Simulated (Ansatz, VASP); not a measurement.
**Two plane-wave programs on BaS**

POSCAR

```
BaS
1.0
    0.0000000000      3.2040261360      3.2040261360
    3.2040261360      0.0000000000      3.2040261360
    3.2040261360      3.2040261360      0.0000000000
Ba S
1 1
Direct
    0.0000000000      0.0000000000      0.0000000000
    0.5000000000      0.5000000000      0.5000000000
```

Contents of INCAR.step1:

```
  PREC = Accurate
  ENCUT = 520
  ISMEAR = -1
  SIGMA = 0.02
  LREAL = False
  LASPH = True
  NELM = 60
  NBANDS = 15
  GGA = PE
  ALGO = Normal
  EDIFF = 1E-4
  LWAVE = True
  LCHARG = False
```

The input INCAR.step2:

```
  PREC = Accurate
  ENCUT = 520
  EDIFF = 1E-8
  ISMEAR = -1
  SIGMA = 0.02
  LREAL = False
  LASPH = True
  NELM = 60
  ALGO = Normal
  ISIF = 2
  LWAVE = False
  LCHARG = False
  METAGGA = R2SCAN
  LMIXTAU = True
  LEFG = True
  NBANDS = 15
  ISTART = 1
```

KPOINTS

```
Automatic mesh
0
Gamma
  7 7 7
```

Input for Ansatz:

```yaml
crystal:
  lattice:
    - [0.0, 3.204026136, 3.204026136]
    - [3.204026136, 0.0, 3.204026136]
    - [3.204026136, 3.204026136, 0.0]
  atoms:
    - { symbol: Ba, position: [0.0, 0.0, 0.0] }
    - { symbol: S, position: [0.5, 0.5, 0.5] }
kpoints:
  mp_grid: { grid: [7, 7, 7] }
scf:
  occupations: { method: fermi_dirac, width: 0.02 }
hamiltonian:
  xc: r2scan
  pseudopotentials: { kind: paw }
output:
  forces: true
  stress: true
  eigenvalues: true
  efg: { contact_densities: true }
```

Change from the starting cell: volume scaled by 0.98, PAW files.

Alike in both runs: task electric field gradients; functional r2SCAN; k mesh 7 × 7 × 7; occupations fermi-dirac, width 0.02 eV; no spin polarisation.

|  | VASP | Ansatz |
| --- | --- | --- |
| version | VASP 6.6.1 | Ansatz 0.2.0 |
| potentials or method | VASP PAW PBE potentials, release 64 (Ba_sv, S) | PAW with Ansatz's default frozen-core files, scalar-relativistic |
| plane-wave cutoff (eV) | 520 | 500 |
| valence electrons in the cell | 16 | 16 |

Ansatz gave:

| Item | Value |
| --- | --- |
| gap on the k mesh at the Fermi level (eV) | 2.63 |
| pressure (GPa) | 0.4 |
| Vzz of the field gradient on the site that differs most (V/Å²) | 0.0 |

Q: Estimate VASP's values.

A: gap on the k mesh at the Fermi level (eV): 2.54; pressure (GPa): 0.9; Vzz of the field gradient on the site that differs most (V/Å²): 0.0.

The functional is the same, so the differences come from potentials, cutoffs and numerics. Ansatz warned: «gradients_without_spin_orbit».

Caveats: the PAW data sets were made with another functional, which shifts forces and pressure a little (VASP); spin-orbit coupling is left out, which moves the levels of the heavy elements; an odd mesh through Γ misses points on the zone boundary, where band edges often lie.
